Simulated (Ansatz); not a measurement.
MoS2 under changes of volume

One of the cells (17.728 Å³/atom); the others are scaled copies at fixed shape and fractional positions:

```
Mo S
1.0
     1.58000    0.91221    6.15000
    -1.58000    0.91221    6.15000
     0.00000   -1.82443    6.15000
Mo S
1 2
Direct
  0.00000 0.00000 0.00000
  0.41700 0.41700 0.41700
  0.25000 0.25000 0.25000
```

Measurements of this composition are mostly on another form, of space group No. 194.

```yaml
Program: Ansatz 0.2.0
Functional: PBEsol
Potentials_or_basis: all-electron LAPW, scalar-relativistic
Cutoff: 267 eV (chosen from the basis error)
Basis_error_allowed: 0.001 eV/atom
k_mesh: 10 × 10 × 10
Occupations: fermi-dirac, width 0.05 eV
Spin: no spin polarisation
```

```tsv
volume (Å³/atom)	energy over the lowest point (meV/atom)	pressure (GPa)	gap on the mesh (eV)	largest force (eV/Å)
16.664	37.13	11.4	0.85	1.417
17.019	16.47	7.3	0.87	1.001
17.373	?	?	?	?
17.728	0.00	0.4	0.91	0.260
18.083	2.55	-2.6	0.93	0.152
18.437	11.32	-5.3	0.94	0.455
18.792	25.66	-7.7	0.96	0.735
```

Q: What does the run at 17.373 Å³/atom give?

A: Energy over the lowest point 4.38 meV/atom; pressure 3.7 GPa; gap on the mesh 0.89 eV; largest force 0.616 eV/Å.

Worked out: A Birch-Murnaghan fit of order 3 (a polynomial in V^(-2/3)) to the other rows has its minimum at 17.77 Å³/atom with B0 = V·E''(V) = 155 GPa and B' = 4.3 at fixed shape and positions, which overstates the stiffness. It gives 4.40 meV/atom at 17.373 Å³/atom, against the run's 4.38, and -dE/dV = 3.7 GPa, against 3.7. A straight line through the other rows of the gap, of slope 0.911 eV per unit of ln V, gives 0.89 eV, against the run's 0.89.

Energies are extrapolated to zero smearing.

Caveats: forces of over 1 eV/Å show positions far from the minimum, so gaps and moduli don't describe the material at rest (some runs).

A mesh can miss the band edges. Spin-orbit coupling on Mo is left out.
